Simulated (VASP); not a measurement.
**CdF2 in VASP: how settings move the PBE single point**

The PBE single point of CdF2 in the fluorite structure is repeated with altered inputs. Which of them can be trusted?

Code: VASP 6.6.1. PAW datasets, plane waves. Computed at 0 K without zero-point motion; spin polarisation is off.

### Step 1. Starting point

The cell comes from an earlier relaxation with r2SCAN in another program.

It is cubic, Fm-3m (No. 225); conventional cell a = 5.388 Å, 13.04 Å³ an atom. Around Cd lie 8 F at 2.33 Å; around F lie 4 Cd at 2.33 Å.

Structure file:

```cif
data_structure
_symmetry_space_group_name_H-M 'P 1'
_symmetry_Int_Tables_number 1
_cell_length_a 3.8101
_cell_length_b 3.8101
_cell_length_c 3.8101
_cell_angle_alpha 60.000
_cell_angle_beta 60.000
_cell_angle_gamma 60.000
_cell_volume 39.11
loop_
_atom_site_label
_atom_site_type_symbol
_atom_site_fract_x
_atom_site_fract_y
_atom_site_fract_z
_atom_site_occupancy
Cd1 Cd 0.00000 0.00000 0.00000 1
F1 F 0.25000 0.25000 0.25000 1
F2 F 0.75000 0.75000 0.75000 1
```

### Step 2. Baseline

File INCAR:

```
ENCUT = 520.000000
SIGMA = 0.020000
EDIFF = 1.00e-07
GGA = PE
PREC = Accurate
IBRION = -1
ISIF = 2
ISMEAR = -1
NBANDS = 20
NELM = 120
NSW = 0
LASPH = .TRUE.
LCHARG = .FALSE.
LWAVE = .FALSE.
LREAL = .FALSE.
```

File KPOINTS:

```
KPOINTS created by Atomic Simulation Environment
0
Gamma
8 8 8
0 0 0
```

File POSCAR:

```
Cd F
 1.0000000000000000
    -0.0000000000000000    2.6941776810402964    2.6941776810402964
     2.6941776810402964   -0.0000000000000000    2.6941776810402964
     2.6941776810402964    2.6941776810402964    0.0000000000000000
 Cd  F
   1   2
Cartesian
 -0.0000000000000000  0.0000000000000000 -0.0000000000000000
  1.3470888405201480  1.3470888405201480  1.3470888405201480
  4.0412665215604449  4.0412665215604449  4.0412665215604449
```

A file KPOINTS_OPT adds named points for the levels; it doesn't enter the self-consistent loop.

Potentials: the recommended PBE PAW datasets, 26 valence electrons.

On the command line:

```console
$ mpirun -np 1 vasp_std
```

### Step 3. Variant 1

File INCAR:

```
ENCUT = 520.000000
EDIFF = 1.00e-07
GGA = PE
PREC = Accurate
IBRION = -1
ISIF = 2
NBANDS = 20
NSW = 0
LASPH = .TRUE.
LCHARG = .FALSE.
LWAVE = .FALSE.
LREAL = .FALSE.
ISMEAR = 1
SIGMA = 0.01
NELM = 76
```

File KPOINTS:

```
KPOINTS created by Atomic Simulation Environment
0
Gamma
5 5 5
0 0 0
```

POSCAR is that of step 2.

### Step 4. Variant 2

Changes to INCAR since step 2:

```diff
@@ -2,3 +2,2 @@
 SIGMA = 0.020000
-EDIFF = 1.00e-07
 GGA = PE
@@ -15 +14,2 @@
 LREAL = .FALSE.
+EDIFF = 1e-05
```

File KPOINTS:

```
KPOINTS created by Atomic Simulation Environment
0
Monkhorst-Pack
8 8 8
0 0 0
```

POSCAR is that of step 2.

### Step 5. Variant 3

File INCAR:

```
ENCUT = 520.000000
EDIFF = 1.00e-07
GGA = PE
PREC = Accurate
IBRION = -1
ISIF = 2
NBANDS = 20
NSW = 0
LASPH = .TRUE.
LCHARG = .FALSE.
LWAVE = .FALSE.
LREAL = .FALSE.
ISMEAR = -5
SIGMA = 0.005
NELM = 74
```

File KPOINTS:

```
KPOINTS created by Atomic Simulation Environment
0
Monkhorst-Pack
8 8 8
0 0 0
```

POSCAR is that of step 2.

### Step 6. Variant 4

Changes to INCAR since step 2:

```diff
@@ -9,3 +9,2 @@
 NBANDS = 20
-NELM = 120
 NSW = 0
@@ -15 +14,2 @@
 LREAL = .FALSE.
+NELM = 57
```

KPOINTS is that of step 2.

File POSCAR:

```
Cd F
 1.0000000000000000
     2.6941780000000000   -0.0000000000000000    2.6941780000000000
    -0.0000000000000000    2.6941780000000000    2.6941780000000000
     2.6941780000000000    2.6941780000000000    0.0000000000000000
 Cd  F
   1   2
Cartesian
 -0.0000000000000000  0.0000000000000000 -0.0000000000000000
  1.3470889999999998  1.3470889999999998  1.3470889999999998
  4.0412669999999995  4.0412669999999995  4.0412669999999995
```

**Question.** What will these runs give? Wanted: for each run, changed; ending; energy change; pressure; electronic steps; usable.

The runs gave:

| run | changed | ending | energy change (meV/atom) | pressure (GPa) | gap on the mesh (eV; negative: overlap) | electronic steps | time | usable |
| --- | --- | --- | --- | --- | --- | --- | --- | --- |
| ref. | – | converged | 0 | 6.2 | 3.07 | 15 | 22 s | yes |
| 1 | ISMEAR = 1, SIGMA = 0.01, NELM = 76, mesh 5×5×5 | converged | 0.0 | 6.2 | 3.15 | 15 | 9.3 s | no |
| 2 | EDIFF = 1e-05, shifted mesh | converged | 0.0 | 6.2 | 3.25 | 13 | 32 s | yes |
| 3 | ISMEAR = -5, SIGMA = 0.005, NELM = 74, shifted mesh | converged | 0.0 | 6.2 | 3.25 | 15 | 38 s | yes |
| 4 | another POSCAR | refused | – | – | – | – | 0.9 s | no |

**Reading.** Of 4 altered inputs, 1 gave no result, 1 ended normally on a faulty or unsound input, 2 gave usable results.
